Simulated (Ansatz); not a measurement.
# Pt (Im-3m) in Ansatz: a series of runs

One crystal, Pt, is run at these levels: r2SCAN; tasks: single point, equation of state.

Program: Ansatz 0.2.0. These are calculated values, not measurements. Logs are shortened: lines on timing, memory, paths and dates and some standing lists are left out, and cuts for length are marked.

### Step 1. The structure

It takes space group Im-3m (No. 229, cubic). The conventional cell has a = 3.168 Å, b = 3.168 Å, c = 3.168 Å, α = 90.00°, β = 90.00°, γ = 90.00°. Pt (site symmetry m-3m) has 8 Pt at 2.74 Å as nearest neighbours.

This isn't the form of Pt at room conditions, which is fcc.

### Step 2. Single point, r2SCAN, 14.95 Å³/atom (volume scaled by 0.94)

File input.yaml:

```yaml
crystal:
  lattice:
    - [-1.5518799051, 1.5518799051, 1.5518799051]
    - [1.5518799051, -1.5518799051, 1.5518799051]
    - [1.5518799051, 1.5518799051, -1.5518799051]
  atoms:
    - { symbol: Pt, position: [0.0, 0.0, 0.0] }
hamiltonian:
  xc: r2scan
  pseudopotentials: { kind: paw }
kpoints:
  mp_grid: { grid: [12, 12, 12] }
scf:
  occupations: { method: fermi_dirac, width: 0.05 }
output:
  forces: true
  stress: true
  eigenvalues: true
```

Potentials or basis: Ansatz PAW.

Command:

```console
ansatz run input.yaml --threads 2 --pin off --max-ram 5632MiB --backend cpu --events-out ev --progress --plain --runs-dir out
```

The log of the run:

```text
Warning: RAYON_NUM_THREADS=2 ignored (pool sized by the plan → 2); use --threads N
Engine: ansatz 0.2.0, x86_64-unknown-linux-gnu
Pseudopotentials: kind: paw
Pseudopotential: Pt, paw, valence charge 18, recommended cutoff 500 eV (meta_gga), Pt.paw.azcp
Functional definition: r2SCAN
  parameter k0 = 0.174
  parameter k1 = 0.065
  parameter a1 = 4.9479
  exchange = r2scan_x(k0 = k0, k1 = k1, a1 = a1)
  correlation = r2scan_c
Crystal: 1 atoms, lattice volume = 14.950 Å³
Basis set: ecut = 500 eV, 381 PW (Γ), exchange–correlation on 80×80×80 points (64 copies of the dense FFT grid, shifted against one another)
Bands: 13, of which v1, the nominal top of the filled ones, is band 9 counted from 1 (8 counted from 0)
Symmetry: 48 space group operations
Space group: Im-3m (ITA 229), of the structure as read, at distance tolerance 2.5e-5 Å
k-points: 72 of 1728
Non-local potential: Pt, projectors of the file, l = 0: 3, l = 1: 2, l = 2: 2, l = 3: 1
PAW form: soft (Blöchl's): semilocal exchange-correlation on the pseudo side does not see the compensation charge
PAW frozen core: Pt, regenerated for the run's functional (the file was generated under x = pbe(κ = 0.804, μ = 0.2195149727645171), c = pbe(β = 0.06672455060314922))
PAW one-centre angular grid: Pt, 590 points (default); XC on 160 Gauss nodes
Initial density: superposition of atomic densities (neutral atoms: chi_scale 0, normalization atom), corrected by the library's trained network
Initial wavefunctions: pseudopotential atomic-orbital guess
Functional: x = r2scan, c = r2scan; τ floored in thin density (d = 2e-4 eV/Å³)
SCF iter   1: F=—  HF=-12536.692673 eV  |F-HF|=—  |Δ(HF+E_count)|=         —  Δρ=1.48e-2  dr2=2.68e-2  dr2_τ=1.87e-2  ethr=1.77e-3  ⟨swp⟩=5.3  Hψ=5116  notcnv=0
preconditioner: auto → none  [metal: Δε(μ)=0.096 eV  Ē_g=14.971 eV  σ=0.050 eV  W_gap=0.45  n_scr=0 (ndim 8)  ℏωp=30.4 eV  f_vac=0.000  D(μ)=0.58/eV (n_scr^D=0)]
SCF iter   2: F=—  HF=-12536.697954 eV  |F-HF|=—  |Δ(HF+E_count)|=   5.28e-3  Δρ=5.11e-3  dr2=1.17e-3  dr2_τ=1.40e-3  ethr=1.49e-4  ⟨swp⟩=2.2  Hψ=2125  notcnv=0
SCF iter   3: F=—  HF=-12536.698515 eV  |F-HF|=—  |Δ(HF+E_count)|=   5.61e-4  Δρ=2.53e-3  dr2=2.93e-4  dr2_τ=2.21e-5  ethr=6.50e-6  ⟨swp⟩=2.7  Hψ=1470  notcnv=0
SCF iter   4: F=—  HF=-12536.698652 eV  |F-HF|=—  |Δ(HF+E_count)|=   1.37e-4  Δρ=6.83e-4  dr2=1.83e-5  dr2_τ=3.85e-6  ethr=1.63e-6  ⟨swp⟩=2.5  Hψ=1296  notcnv=0
SCF iter   5: F=—  HF=-12536.698662 eV  |F-HF|=—  |Δ(HF+E_count)|=   1.02e-5  Δρ=1.08e-4  dr2=4.84e-7  dr2_τ=1.31e-7  ethr=1.02e-7  ⟨swp⟩=2.9  Hψ=1760  notcnv=0
SCF iter   6: F=-12536.698663 eV  HF=-12536.698663 eV  |F-HF|=4.14e-9  |Δ(HF+E_count)|=   8.31e-7  Δρ=2.55e-5  dr2=2.53e-8  dr2_τ=2.14e-8  ethr=5.56e-10  ⟨swp⟩=5.9  Hψ=4435  notcnv=0
SCF 1 converged in 6 iterations: F = -12536.698663 eV  dr2 = 2.53e-8
SCF converged after 6 iterations
Free energy (F): -12536.698663 eV
Harris-Foulkes:  -12536.698663 eV  (|F-HF|=4.14e-9)
Internal energy: -12536.693718 eV  (E = F + TS)
E sigma→0 (E₀):  -12536.696191 eV
Entropy (-TS):   -0.004945 eV (-4.945 meV/atom)
Fermi energy:    23.102342 eV
--- Per-component energies (eV) ---
  E_band       = -142.111328
  E_kinetic    = 639.572286
  E_local      = -1455.475684  (includes V_loc(G=0)·N_el)
  E_nonlocal   = 202.354615
  E_hartree    = 543.146859
  E_xc         = -250.668576
  E_vxc        = -338.266652  (∫ρ·V_xc dr)
  E_paw        = -9480.194780  (= ΣΔE_a)
  E_vpaw       = -298.160340  (= ΣTr[D̂ρ^β])
  E_aug_tail   = 0.000141  (compensation charges beyond the density's cutoff)
  E_vtau       = 21.569502  (kinetic-family band-sum trace: ∫τ·v_τ [+ j·A + Jᵃ·Aᵃ] dr)
  E_ewald      = -2735.197084
  E_core_change = -0.231494  (= ΣΔE_core)
  E_smearing   = -0.004945  (= −TS)
  E_closure    = 0.000000  (closes the sum)
  Σ components = -12536.698663   (vs F -12536.698663, Δ=0.00e0)
--- Forces (eV/Å), atoms counted from 1 ---
  atom   1  Pt    -0.00000000     0.00000000     0.00000000
  max |Σ_I F_I| component: 6.57e-32 eV/Å
--- Stress (GPa, compression-positive) ---
        9.533109       0.000000       0.000000
        0.000000       9.533109      -0.000000
        0.000000      -0.000000       9.533109
  P = ⅓ Tr σ = 9.5331 GPa (95.331 kbar)
--- Band table (eV; the first three rows and the last of 72) ---
  k-point 0: bands = ["-77.1147", "-30.4846", "-30.4846", "-30.4846", "12.8725", "19.2543", "19.2543", "19.2543", "21.9698", "21.9698", "41.1124", "41.1124", "41.1124"]
  k-point 1: bands = ["-77.1117", "-30.5218", "-30.4975", "-30.4844", "13.1830", "19.1307", "19.2533", "19.5092", "21.8146", "21.9783", "41.2531", "41.3831", "41.5682"]
  k-point 2: bands = ["-77.1037", "-30.6227", "-30.5325", "-30.4838", "14.0423", "18.8074", "19.2253", "20.2474", "21.5509", "22.0123", "41.2197", "41.2916", "42.8655"]
  k-point 71: bands = ["-77.0359", "-30.8857", "-30.8857", "-30.8857", "16.2897", "16.2897", "23.8122", "23.8122", "23.8122", "31.4551", "31.4551", "31.4551", "37.5596"]
```

Run time: 1.2 s. Hardware: 2 threads of AMD EPYC 7R13 (Zen 3), shared host; peak memory 0.36 GiB.

Results:

| Property | Result |
| --- | --- |
| Free energy | -12536.6987 eV |
| Pressure | 9.5 GPa |
| Band gap on the k mesh | none (metal or under the smearing width) |

Caveat: the PAW data sets come from PBE, with cores solved anew for the run's functional, which leaves a small shift of forces and pressure.

### Step 3. Single point, r2SCAN, 15.27 Å³/atom (volume scaled by 0.96)

input.yaml: that of step 2 with these lines changed.

```diff
@@ -2,5 +2,5 @@
   lattice:
-    - [-1.5518799051, 1.5518799051, 1.5518799051]
-    - [1.5518799051, -1.5518799051, 1.5518799051]
-    - [1.5518799051, 1.5518799051, -1.5518799051]
+    - [-1.562808997, 1.562808997, 1.562808997]
+    - [1.562808997, -1.562808997, 1.562808997]
+    - [1.562808997, 1.562808997, -1.562808997]
   atoms:
```

Potentials or basis: Ansatz PAW.

Command:

```console
ansatz run input.yaml --threads 2 --pin off --max-ram 5632MiB --backend cpu --events-out ev --progress --plain --runs-dir out
```

Wall time 1.1 s (2 threads of AMD EPYC 7R13 (Zen 3), shared host); peak memory 0.35 GiB.

It converged, with:

```
Free energy            : -12536.7113 eV
Pressure               : 3.3 GPa
Band gap on the k mesh : none (metal or under the smearing width)
```

Caveat: the PAW data sets come from PBE, with cores solved anew for the run's functional, which leaves a small shift of forces and pressure.

### Step 4. Single point, r2SCAN, 15.59 Å³/atom (volume scaled by 0.98)

input.yaml: that of step 3 with these lines changed.

```diff
@@ -2,5 +2,5 @@
   lattice:
-    - [-1.562808997, 1.562808997, 1.562808997]
-    - [1.562808997, -1.562808997, 1.562808997]
-    - [1.562808997, 1.562808997, -1.562808997]
+    - [-1.5735873306, 1.5735873306, 1.5735873306]
+    - [1.5735873306, -1.5735873306, 1.5735873306]
+    - [1.5735873306, 1.5735873306, -1.5735873306]
   atoms:
```

Command:

```console
ansatz run input.yaml --threads 2 --pin off --max-ram 5632MiB --backend cpu --events-out ev --progress --plain --runs-dir out
```

Wall time 1.2 s (2 threads of AMD EPYC 7R13 (Zen 3), shared host); peak memory 0.36 GiB.

Results (log left out):

- Free energy: -12536.7124 eV
- Pressure: -2.1 GPa
- Band gap on the k mesh: none (metal or under the smearing width)

Caveat: the PAW data sets come from PBE, with cores solved anew for the run's functional, which leaves a small shift of forces and pressure.

### Step 5. Single point, r2SCAN, 15.90 Å³/atom

File input.yaml:

```yaml
crystal:
  lattice:
    - [-1.58422, 1.58422, 1.58422]
    - [1.58422, -1.58422, 1.58422]
    - [1.58422, 1.58422, -1.58422]
  atoms:
    - { symbol: Pt, position: [0.0, 0.0, 0.0] }
hamiltonian:
  xc: r2scan
  pseudopotentials: { kind: paw }
kpoints:
  mp_grid: { grid: [12, 12, 12] }
scf:
  occupations: { method: fermi_dirac, width: 0.05 }
output:
  forces: true
  stress: true
  eigenvalues: true
  write_density: true
  write_potential: true
  elf: true
  volumetric_format: npy
```

Command:

```console
ansatz run input.yaml --threads 2 --pin off --max-ram 5632MiB --backend cpu --events-out ev --progress --plain --runs-dir out
```

Wall time 1.7 s (2 threads of AMD EPYC 7R13 (Zen 3), shared host); peak memory 0.39 GiB.

Results (log left out):

| Quantity | Value |
| --- | --- |
| Free energy | -12536.7033 eV |
| Pressure | -6.9 GPa |
| Band gap on the k mesh | none (metal or under the smearing width) |

Caveat: the PAW data sets come from PBE, with cores solved anew for the run's functional, which leaves a small shift of forces and pressure.

### Step 6. Single point, r2SCAN, 16.22 Å³/atom (volume scaled by 1.02)

File input.yaml:

```yaml
crystal:
  lattice:
    - [-1.5947118289, 1.5947118289, 1.5947118289]
    - [1.5947118289, -1.5947118289, 1.5947118289]
    - [1.5947118289, 1.5947118289, -1.5947118289]
  atoms:
    - { symbol: Pt, position: [0.0, 0.0, 0.0] }
hamiltonian:
  xc: r2scan
  pseudopotentials: { kind: paw }
kpoints:
  mp_grid: { grid: [12, 12, 12] }
scf:
  occupations: { method: fermi_dirac, width: 0.05 }
output:
  forces: true
  stress: true
  eigenvalues: true
```

Potentials or basis: Ansatz PAW.

Command:

```console
ansatz run input.yaml --threads 2 --pin off --max-ram 5632MiB --backend cpu --events-out ev --progress --plain --runs-dir out
```

Wall time 1.3 s (2 threads of AMD EPYC 7R13 (Zen 3), shared host); peak memory 0.36 GiB.

Results (log left out):

```
Free energy            : -12536.6854 eV
Pressure               : -11.1 GPa
Band gap on the k mesh : none (metal or under the smearing width)
```

Caveat: the PAW data sets come from PBE, with cores solved anew for the run's functional, which leaves a small shift of forces and pressure.

### Step 7. Single point, r2SCAN, 16.54 Å³/atom (volume scaled by 1.04)

File input.yaml:

```yaml
crystal:
  lattice:
    - [-1.6050673907, 1.6050673907, 1.6050673907]
    - [1.6050673907, -1.6050673907, 1.6050673907]
    - [1.6050673907, 1.6050673907, -1.6050673907]
  atoms:
    - { symbol: Pt, position: [0.0, 0.0, 0.0] }
hamiltonian:
  xc: r2scan
  pseudopotentials: { kind: paw }
kpoints:
  mp_grid: { grid: [12, 12, 12] }
scf:
  occupations: { method: fermi_dirac, width: 0.05 }
output:
  forces: true
  stress: true
  eigenvalues: true
  write_density: true
  write_potential: true
  elf: true
  volumetric_format: npy
```

Command:

```console
ansatz run input.yaml --threads 2 --pin off --max-ram 5632MiB --backend cpu --events-out ev --progress --plain --runs-dir out
```

Wall time 1.5 s (2 threads of AMD EPYC 7R13 (Zen 3), shared host); peak memory 0.39 GiB.

The run converged. Its results:

* Free energy: -12536.6597 eV
* Pressure: -14.7 GPa
* Band gap on the k mesh: none (metal or under the smearing width)

Caveat: the PAW data sets come from PBE, with cores solved anew for the run's functional, which leaves a small shift of forces and pressure.

### Step 8. Single point, r2SCAN, 16.86 Å³/atom (volume scaled by 1.06)

input.yaml: that of step 7 with these lines changed.

```diff
@@ -2,5 +2,5 @@
   lattice:
-    - [-1.6050673907, 1.6050673907, 1.6050673907]
-    - [1.6050673907, -1.6050673907, 1.6050673907]
-    - [1.6050673907, 1.6050673907, -1.6050673907]
+    - [-1.6152910255, 1.6152910255, 1.6152910255]
+    - [1.6152910255, -1.6152910255, 1.6152910255]
+    - [1.6152910255, 1.6152910255, -1.6152910255]
   atoms:
```

Command:

```console
ansatz run input.yaml --threads 2 --pin off --max-ram 5632MiB --backend cpu --events-out ev --progress --plain --runs-dir out
```

Wall time 1.6 s (2 threads of AMD EPYC 7R13 (Zen 3), shared host); peak memory 0.38 GiB.

The run converged. Its results:

```
Free energy            : -12536.6273 eV
Pressure               : -17.9 GPa
Band gap on the k mesh : none (metal or under the smearing width)
```

Caveat: the PAW data sets come from PBE, with cores solved anew for the run's functional, which leaves a small shift of forces and pressure.

### Step 9. Equation of state, r2SCAN

Potentials or basis: Ansatz PAW.

No new run: the results of the series are fitted here.

What came out:

```yaml
Equilibrium_volume: 15.46 Å³/atom
Bulk_modulus: 261 GPa
Pressure_derivative_of_the_bulk_modulus: 5.5
```

Energy against volume, from the lowest point:
| volume (Å³/atom) | energy (meV/atom) |
| --- | --- |
| 14.950 | 13.69 |
| 15.268 | 1.06 |
| 15.586 | 0.00 |
| 15.904 | 9.07 |
| 16.222 | 26.99 |
| 16.540 | 52.66 |
| 16.858 | 85.08 |

Caveat: the PAW data sets were made with another functional, which shifts forces and pressure a little. Spin-orbit coupling is left out, which matters for the levels of Pt.
